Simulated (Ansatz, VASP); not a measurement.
**Cu4H: VASP beside Ansatz**

```
CELL_PARAMETERS angstrom
-2.42086 2.42086 2.42086
2.42086 -2.42086 2.42086
2.42086 2.42086 -2.42086
ATOMIC_POSITIONS crystal
Cu 0.00000 0.00000 0.50000
Cu 0.50000 0.00000 0.00000
Cu 0.00000 0.50000 0.00000
Cu 0.50000 0.50000 0.50000
H 0.00000 0.00000 0.00000
```

Change from the starting cell: species swapped into the Hg4Pt type (Im-3m, No. 229).

Alike in both runs: functional PBE; k mesh 12 × 12 × 12; occupations gaussian, width 0.1 eV; no spin polarisation.

Ansatz relaxed the structure, and its values are those at the end. VASP's run is a single point on that final structure, the one shown.

```csv
,VASP,Ansatz
version,VASP 6.6.1,Ansatz 0.2.0
potentials or method,"VASP PAW PBE potentials, release 64 (Cu, H)","scalar-relativistic, plane waves, PAW"
plane-wave cutoff (eV),520,420
valence electrons in the cell,45,77
```

```csv
,VASP,Ansatz,Ansatz less VASP
gap on the k mesh at the Fermi level (eV),none,none,-
pressure (GPa),0.0,0.0,+0.01
```

A gap of «none» marks a metal or a gap that the smearing closes. With one functional, cell and mesh, what is left measures potentials, basis and numerics. The two sets of potentials don't hold the same shells in valence.
